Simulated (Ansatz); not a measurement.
MnO2:

```
CELL_PARAMETERS angstrom
2.85496 0.00000 0.00000
-1.42748 2.47246 0.00000
0.00000 0.00000 10.22174
ATOMIC_POSITIONS crystal
Mn 0.00000 0.00000 0.50000
Mn 0.00000 0.00000 0.00000
O 0.66667 0.33333 0.40686
O 0.66667 0.33333 0.09314
O 0.33333 0.66667 0.59314
O 0.33333 0.66667 0.90686
```

Measurements of this composition are mostly on another form, of space group No. 136.

Base run:

```yaml
Program: Ansatz 0.2.0
Functional: PBEsol
Potentials_or_basis: Ansatz PAW
Cutoff: "420 eV (not typed: the program's choice for these potentials)"
k_mesh: 9 × 9 × 3
Occupations: fermi-dirac, width 0.05 eV
Spin: collinear spin, ferromagnetic start
Starting_moments: "[4.0, 4.0, 0.0, 0.0, 0.0, 0.0] μB"
Fixed_moment: 8 μB
```

Its results: pressure 11.2 GPa; site moments Mn +2.78; O +0.33 μB; largest force 0.381 eV/Å.

Problem. The run is repeated on the same cell with these changes: fixed moment from 8 μB to 10 μB; moments at the start from [4.0, 4.0, 0.0, 0.0, 0.0, 0.0] to [5.0, 5.0, 0.0, 0.0, 0.0, 0.0]. What comes out?

Solution. Pressure 27.7 GPa; site moments Mn +3.12; O +0.59 μB; largest force 1.161 eV/Å.

Caveats: the total moment is fixed, so each spin has its own Fermi level; only a ferromagnetic start was run, and an antiferromagnetic order may lie lower in energy; the PAW data sets come from PBE, with cores solved anew for the run's functional, which leaves a small shift of forces and pressure; the thresholds are loose for stress; forces of over 1 eV/Å show positions far from the minimum, so gaps and moduli don't describe the material at rest (some runs).
